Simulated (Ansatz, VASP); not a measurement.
**Two plane-wave programs on N**

Contents of INCAR:

```
  ALGO = Normal
  EDIFF = 1E-7
  ENCUT = 520
  GGA = PE
  ISIF = 2
  ISMEAR = -1
  LASPH = T
  LCHARG = F
  LREAL = F
  LWAVE = F
  NBANDS = 12
  NELM = 60
  PREC = Accurate
  SIGMA = 0.05
```

Contents of KPOINTS:

```
k-points
0
Gamma
  12 12 11
```

The input POSCAR:

```
N
1.0
    2.4680415246      0.0000000000      0.0000000000
   -1.2340207623      2.1373866579      0.0000000000
    0.0000000000      0.0000000000      2.3960695811
N
2
Direct
    0.3333333333      0.6666666667      0.7500000000
    0.6666666667      0.3333333333      0.2500000000
```

Contents of input.yaml:

```yaml
crystal:
  lattice:
    - [2.4680415246, 0.0, 0.0]
    - [-1.2340207623, 2.1373866579, 0.0]
    - [0.0, 0.0, 2.3960695811]
  atoms:
    - { symbol: "N", position: [0.3333333333, 0.6666666667, 0.75] }
    - { symbol: "N", position: [0.6666666667, 0.3333333333, 0.25] }
hamiltonian:
  xc: pbe
  pseudopotentials: { kind: paw }
kpoints:
  mp_grid: { grid: [12, 12, 11] }
scf:
  occupations: { method: fermi_dirac, width: 0.05 }
output:
  forces: true
  stress: true
  eigenvalues: true
```

Change from the starting cell: volume scaled by 0.94.

Alike in both runs: task single point; functional PBE; k mesh 12 × 12 × 11; occupations fermi-dirac, width 0.05 eV; no spin polarisation.

|  | VASP | Ansatz |
| --- | --- | --- |
| version | VASP 6.6.1 | Ansatz 0.2.0 |
| potentials or method | VASP PAW PBE potentials, release 64 (N) | Ansatz PAW |
| plane-wave cutoff (eV) | 520 | 420 |
| valence electrons in the cell | 10 | 10 |

VASP gave:

- gap on the k mesh at the Fermi level (eV): none
- pressure (GPa): 25.5
- largest component of the traceless stress (GPa): 5.46

Q: What did Ansatz give for the same quantities?

A: gap on the k mesh at the Fermi level (eV): none; pressure (GPa): 25.5; largest component of the traceless stress (GPa): 5.65.

A gap of «none» marks a metal or a gap that the smearing closes.

Caveats: the pressure holds a Pulay correction of +1.3 GPa for the finite cutoff (Ansatz).
